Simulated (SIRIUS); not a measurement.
BaTiO3:

```
Ba Ti O
1.0
     4.00600    0.00000    0.00000
     0.00000    4.00600    0.00000
     0.00000    0.00000    4.00600
Ba Ti O
1 1 3
Direct
  0.50000 0.50000 0.50000
  0.00000 0.00000 0.00000
  0.00000 0.00000 0.50000
  0.00000 0.50000 0.00000
  0.50000 0.00000 0.00000
```

Base run:

* Program: SIRIUS 7.12.0
* Functional: LDA
* Potentials or basis: all-electron FP-LAPW
* Cutoff: 317 eV
* Basis: apw+lo standard
* k mesh: 7 × 7 × 7
* Occupations: fermi-dirac, width 0.05 eV
* Spin: no spin polarisation

Its results: band gap on the k mesh 1.78 eV, indirect (least direct gap 1.82 eV).

Task: The run is repeated on the same cell with these changes: functional from LDA to PBE. What comes out?

Result: Band gap on the k mesh 1.87 eV, indirect (least direct gap 1.92 eV).

Caveats: spin-orbit coupling is left out, which moves the levels of the heavy elements.

A k mesh can miss the band edges.
